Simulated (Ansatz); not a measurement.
Set up this calculation in Ansatz 0.2.0, as the native input.

* Task: single point
* Functional: PBEsol
* Potentials or basis: all-electron LAPW, scalar-relativistic
* Cutoff: 343 eV (chosen from the basis error)
* Basis error allowed: 0.001 eV/atom
* k mesh: 10 × 10 × 10
* Occupations: fermi-dirac, width 0.05 eV
* Spin: no spin polarisation

HfN:

```
CELL_PARAMETERS angstrom
0.00000 2.25600 2.25600
2.25600 0.00000 2.25600
2.25600 2.25600 0.00000
ATOMIC_POSITIONS crystal
Hf 0.00000 0.00000 0.00000
N 0.50000 0.50000 0.50000
```

These files were run (other wordings do the same):

input.yaml

```yaml
crystal:
  lattice:
    - [0.0, 2.256, 2.256]
    - [2.256, 0.0, 2.256]
    - [2.256, 2.256, 0.0]
  atoms:
    - { symbol: Hf, position: [0.0, 0.0, 0.0] }
    - { symbol: "N", position: [0.5, 0.5, 0.5] }
kpoints:
  mp_grid: { grid: [10, 10, 10] }
scf:
  occupations: { method: fermi_dirac, width: 0.05 }
hamiltonian:
  xc: pbesol
  pseudopotentials: { kind: all_electron, lapw: { basis_error: 0.001 } }
output:
  forces: true
  stress: true
  eigenvalues: true
  populations: true
```

Potentials or basis: all-electron LAPW, scalar-relativistic.

The run is started by

```bash
$ ansatz run input.yaml --threads 1 --pin off --max-ram 3072MiB --backend cpu --events-out ev --progress --plain --runs-dir out
```

It gave:

The pressure is -1.9 GPa. The band gap on the k mesh is none (metal or under the smearing width). The loewdin charges are Hf +0.70; N -0.65 e.

Run time: 12 s on 1 thread of Arm Neoverse V2, on a shared host, peak memory 0.33 GiB.
